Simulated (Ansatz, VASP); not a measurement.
**In3GaP2: VASP beside Ansatz**

```
In Ga P
1.0
     6.59108    0.00000    0.00000
    -3.29554    5.70804    0.00000
     0.00000    0.00000    4.06132
In Ga P
3 1 2
Direct
  0.50000 0.50000 0.45023
  0.50000 0.00000 0.45023
  0.00000 0.50000 0.45023
  0.00000 0.00000 0.94175
  0.66667 0.33333 0.95060
  0.33333 0.66667 0.95060
```

Change from the starting cell: species swapped into the ErCo3Ge2 type (P6mm, No. 183).

Alike in both runs: functional PBE; k mesh 3 × 3 × 4; occupations gaussian, width 0.1 eV; no spin polarisation.

Ansatz relaxed the structure, and its values are those at the end. VASP's run is a single point on that final structure, the one shown.

|  | VASP | Ansatz |
| --- | --- | --- |
| version | VASP 6.6.1 | Ansatz 0.2.0 |
| potentials or method | VASP PAW PBE potentials, release 64 (In_d, Ga_d, P) | scalar-relativistic, plane waves, PAW |
| plane-wave cutoff (eV) | 520 | 420 |
| valence electrons in the cell | 62 | 62 |

```tsv
	VASP	Ansatz	Ansatz less VASP
gap on the k mesh at the Fermi level (eV)	none	none	-
pressure (GPa)	0.2	0.2	+0.05
```

A gap of «none» marks a metal or a gap that the smearing closes. The functional is the same, so the differences come from potentials, cutoffs and numerics.

Caveats: the k mesh is coarse (spacing up to 0.39 Å⁻¹), so the values aren't converged.
